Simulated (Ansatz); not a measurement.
LiH: computed DOS

```cif
data_structure
_symmetry_space_group_name_H-M 'Fm-3m'
_symmetry_Int_Tables_number 225
_cell_length_a 4.0650
_cell_length_b 4.0650
_cell_length_c 4.0650
_cell_angle_alpha 90.000
_cell_angle_beta 90.000
_cell_angle_gamma 90.000
_cell_volume 67.17
loop_
_atom_site_label
_atom_site_type_symbol
_atom_site_symmetry_multiplicity
_atom_site_Wyckoff_symbol
_atom_site_fract_x
_atom_site_fract_y
_atom_site_fract_z
_atom_site_occupancy
Li1 Li 4 a 0.00000 0.00000 0.00000 1
H1 H 4 b 0.50000 0.00000 0.00000 1
```

The runs use the primitive cell with vectors (0.000, 2.033, 2.033), (2.033, 0.000, 2.033), (2.033, 2.033, 0.000) Å, to which the k mesh refers.

The cell comes from COD entry 1010896, which wasn't checked; take it as a given geometry. It differs from other determinations.

All numbers below come from Ansatz 0.2.0, DFT, LDA, all-electron LAPW, scalar-relativistic.

Settings: a Γ-centred 11×11×11 k mesh, Fermi–Dirac smearing of 0.03 eV, basis error target 1 meV/atom, no spin polarisation.

States per eV and cell, averaged over 0.4 eV, from -5.4 to 4.0 eV, with energies (bin centres) from the valence-band top; empty bins are left out. The partial columns, the largest 2 alone, are projections on Löwdin-orthogonalised atomic shells (those that the program's projection atoms carry: the occupied ones and, for some elements, an empty d or f shell; other empty shells have no column), summed over atoms of an element. Weights on diffuse s and p shells depend on that basis and aren't pure angular character.

```json
{"E (eV)": "-5.3", "total": "0.04", "H 1s": "0.01", "Li 2s": "0.03"}
{"E (eV)": "-4.9", "total": "0.15", "H 1s": "0.06", "Li 2s": "0.09"}
{"E (eV)": "-4.5", "total": "0.21", "H 1s": "0.10", "Li 2s": "0.11"}
{"E (eV)": "-4.1", "total": "0.26", "H 1s": "0.14", "Li 2s": "0.12"}
{"E (eV)": "-3.7", "total": "0.32", "H 1s": "0.19", "Li 2s": "0.12"}
{"E (eV)": "-3.3", "total": "0.38", "H 1s": "0.25", "Li 2s": "0.12"}
{"E (eV)": "-2.9", "total": "0.46", "H 1s": "0.34", "Li 2s": "0.11"}
{"E (eV)": "-2.5", "total": "0.61", "H 1s": "0.50", "Li 2s": "0.10"}
{"E (eV)": "-2.1", "total": "0.58", "H 1s": "0.48", "Li 2s": "0.07"}
{"E (eV)": "-1.7", "total": "0.53", "H 1s": "0.45", "Li 2s": "0.05"}
{"E (eV)": "-1.3", "total": "0.48", "H 1s": "0.42", "Li 2s": "0.04"}
{"E (eV)": "-0.9", "total": "0.46", "H 1s": "0.41", "Li 2s": "0.03"}
{"E (eV)": "-0.5", "total": "0.44", "H 1s": "0.40", "Li 2s": "0.02"}
{"E (eV)": "-0.1", "total": "0.08", "H 1s": "0.07", "Li 2s": "0.00"}
{"E (eV)": "3.1", "total": "0.06", "H 1s": "0.00", "Li 2s": "0.01"}
{"E (eV)": "3.5", "total": "0.13", "H 1s": "0.01", "Li 2s": "0.02"}
{"E (eV)": "3.9", "total": "0.19", "H 1s": "0.01", "Li 2s": "0.04"}
```

Task: Which of the resolved shells contributes most in the top eV of the valence band?

Result: H 1s, with 91 % of all states there; Li 2s follows with 5 %.
